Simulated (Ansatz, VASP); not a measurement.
One calculation of TePb, two programs

```
Te Pb
1.0
     0.00000    3.22700    3.22700
     3.22700    0.00000    3.22700
     3.22700    3.22700    0.00000
Te Pb
1 1
Cartesian
  3.2270 3.2270 3.2270
  0.0000 0.0000 0.0000
```

Alike in both runs: task electric field gradients; functional PBEsol; k mesh 10 × 10 × 10; occupations fermi-dirac, width 0.03 eV; no spin polarisation.

|  | VASP | Ansatz |
| --- | --- | --- |
| version | VASP 6.6.1 | Ansatz 0.2.0 |
| potentials or method | VASP PAW PBE potentials, release 64 (Te, Pb_d), cutoff 520 eV | all-electron PAW with datasets made for the crystal, scalar-relativistic |

Ansatz gave:

```
pressure (GPa)                                                 : -0.2
Vzz of the field gradient on the site that differs most (V/Å²) : 0.0
```

**Question.** Estimate VASP's values.

**Answer.** Pressure (GPa): -0.3; Vzz of the field gradient on the site that differs most (V/Å²): 0.0.

Ansatz ran all-electron here, so the differences hold the error of VASP's frozen core and of both bases. Ansatz warned: «gradients_without_spin_orbit».

Caveats: the PAW data sets were made with another functional, which shifts forces and pressure a little (VASP). A k mesh can miss the band edges.
